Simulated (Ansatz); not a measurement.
Base system: CsBr in the CsCl type structure (space group Pm-3m, No. 221).

```xyz
2
Lattice="4.2420 0.0000 0.0000 0.0000 4.2420 0.0000 0.0000 0.0000 4.2420" Properties=species:S:1:pos:R:3 pbc="T T T"
Cs     0.0000     0.0000     0.0000
Br     2.1210     2.1210     2.1210
```

Cartesian axes are those of the cell as printed.

Method: PBEsol (Ansatz, a first-principles code; PAW; 420 eV plane waves; scalar-relativistic without spin-orbit coupling).

Strains are applied to the cell and any free atomic positions relax; under biaxial strain the out-of-plane vector relaxes too.

One change was made to it. Results:

```csv
quantity,base,after
energy relative to the base (free energy F),0 meV/atom,+1.0 meV/atom
"pressure (mean of the normal stresses, compression positive)",0.00 GPa,-0.24 GPa
"valley order (the lowest conduction-band minima on the path, energy above the VBM, named in the base's zone)",Γ 4.45 eV; M along ⟨110⟩ 5.16 eV,Γ 4.36 eV; M along [101] 5.12 eV; M along [011] 5.16 eV
```

What was done to the base?
A. uniaxial strain ε_xx = +1.63 %
B. tensor shear ε_xz = −0.79 %
C. biaxial strain +4.18 %, plane normal [001], relaxed out of plane
D. biaxial strain −2.33 %, plane normal [001], relaxed out of plane
E. biaxial strain −1.75 %, plane normal [110], relaxed out of plane

A, uniaxial strain ε_xx = +1.63 %. For comparison, the valley order in the other runs: biaxial strain −2.33 %, plane normal [001], relaxed out of plane gives Γ 4.47 eV; M along [011] 5.09 eV; M along [110] 5.16 eV; biaxial strain −1.75 %, plane normal [110], relaxed out of plane gives Γ 4.49 eV; M along [110] 5.10 eV; M along [101] 5.13 eV; biaxial strain +4.18 %, plane normal [001], relaxed out of plane gives Γ 4.02 eV; M along [110] 4.87 eV; M along [011] 5.02 eV; tensor shear ε_xz = −0.79 % gives Γ 4.44 eV; M along [101] 5.15 eV; M along [110] 5.15 eV.

The levels and masses belong to the bands next to the band gap. Stability against distortions was not tested.
